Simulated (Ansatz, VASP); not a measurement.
# BAs in VASP and in Ansatz

```
B As
1.0
     0.00000    2.27567    2.27567
     2.27567    0.00000    2.27567
     2.27567    2.27567    0.00000
B As
1 1
Direct
  0.00000 0.00000 0.00000
  0.50000 0.50000 0.50000
```

Change from the starting cell: volume scaled by 0.96.

Alike in both runs: task single point; functional PBE; k mesh 14 × 14 × 14; occupations fermi-dirac, width 0.05 eV; no spin polarisation.

```csv
,VASP,Ansatz
version,VASP 6.6.1,Ansatz 0.2.0
potentials or method,"VASP PAW PBE potentials, release 64 (B, As), cutoff 520 eV","all-electron LAPW, scalar-relativistic"
```

|  | VASP | Ansatz | Ansatz less VASP |
| --- | --- | --- | --- |
| pressure (GPa) | 6.2 | 5.7 | -0.45 |

Ansatz ran all-electron here, so the differences hold the error of VASP's frozen core and of both bases.
